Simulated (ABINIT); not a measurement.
Runs of ABINIT 10.8.3 (patched build) on PtSe2 (Sudovikovite). It takes space group P-3m1 (No. 164, trigonal). The conventional cell has a = 3.724 Å, b = 3.724 Å, c = 5.062 Å, α = 90.00°, β = 90.00°, γ = 120.00°. Pt (site symmetry -3m) is surrounded by 6 Se at 2.49 Å. Se (site symmetry 3m) is surrounded by 3 Pt at 2.49 Å. 

```tsv
task	level	potentials or basis	k mesh	cutoff (eV)	bands in the sums	broadening (eV)	scissor shift (eV)	tensor components	gap on the mesh (eV)	pressure (GPa)	largest force (eV/Å)
optical spectrum	PBEsol	PseudoDojo NC SR PBEsol v0.4.1 standard	8 × 8 × 6, shifted	1061	37	0.1	0	[11, 33]	-	1.5	(b)
single point	PBEsol	PseudoDojo NC SR PBEsol v0.4.1 standard	6 × 6 × 4	1061	-	-	-	-	none	1.5	0.32
single point	LDA	PseudoDojo NC SR LDA v0.4.1 standard	6 × 6 × 4	1061	-	-	-	-	none	-1.2	0.18
single point	LDA	PseudoDojo NC SR LDA v0.4 stringent	6 × 6 × 4	1306	-	-	-	-	none	-2.4	(a)
```

Alike in all rows: no spin polarisation; cell as given; smearing fermi-dirac 0.05 eV.

Question: Estimate the missing entries.

Answer: (a) 0.17; (b) 0.30.

Caveats: the intraband (Drude) term is left out (some runs); spectra need much finer meshes, so this one isn't converged (some runs); independent-particle spectra lack excitons (some runs).

A k mesh can miss the band edges, and the runs leave out spin-orbit coupling on Pt, Se.

A gap of «none» marks a metal or a gap under the smearing width.

The runs don't all hold the same shells in valence.

Runs at the PBE level aren't shown here.
